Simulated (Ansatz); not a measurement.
# Na on a F site in NaF

Level of theory: DFT PBE, scalar-relativistic, plane waves, PAW in Ansatz. (420 eV cutoff, 2×2×2 k-mesh, shifted by half a step, Gaussian smearing of 0.01 eV, collinear spin in charge -1 alone)

Host crystal, relaxed:

```xyz
2
Lattice="0.0000 2.3500 2.3500 2.3500 0.0000 2.3500 2.3500 2.3500 0.0000" Properties=species:S:1:pos:R:3 pbc="T T T"
Na    0.0000    0.0000    0.0000
F     2.3500    2.3500    2.3500
```

Supercell of 32 atoms, rows in host cell vectors: 3 -1 -1; -1 3 -1; -1 -1 3. Atoms relax at the host's cell, keeping the symmetry that the supercell leaves at the site. The cell is small, so energies carry finite-size errors of tenths of an eV. The host's Kohn–Sham gap is 6.09 eV.

Defect: Na on a F site at (0.500, 0.500, 0.500) of the host cell, charge -1.

Question: Give the relaxed supercell.

Answer:
```
CELL_PARAMETERS angstrom
-4.69998 4.69998 4.69998
4.69998 -4.69998 4.69998
4.69998 4.69998 -4.69998
ATOMIC_POSITIONS crystal
Na 0.00000 0.25000 0.75000
Na 0.00000 0.50000 0.50000
Na 0.00000 0.75000 0.25000
Na 0.25000 0.00000 0.75000
Na 0.00000 0.00000 0.00000
Na 0.25000 0.25000 0.50000
Na 0.22432 0.47432 0.25000
Na 0.50000 0.75000 0.75000
Na 0.22432 0.75000 0.97432
Na 0.50000 0.02568 0.52568
Na 0.50000 0.25000 0.25000
Na 0.75000 0.50000 0.75000
Na 0.50000 0.47432 0.97432
Na 0.77568 0.75000 0.52568
Na 0.77568 0.02568 0.25000
Na 0.75000 0.25000 0.00000
Na 0.50000 0.75000 0.25000
F 0.50000 0.00619 0.99381
F 0.50000 0.25000 0.75000
F 0.75619 0.49381 0.25000
F 0.50000 0.49381 0.50619
F 0.75619 0.75000 0.99381
F 0.75619 0.00619 0.76239
F 0.00000 0.25000 0.25000
F 0.75619 0.26239 0.50619
F 0.98761 0.49381 0.99381
F 0.00000 0.75000 0.75000
F 0.24381 0.00619 0.25000
F 0.01239 0.00619 0.50619
F 0.24381 0.23761 0.99381
F 0.24381 0.49381 0.73761
F 0.24381 0.75000 0.50619
```
Around the defect: 6 Na at 2.59 Å. The run ended with a moment of 0.50 μB, which may not be the ground spin state.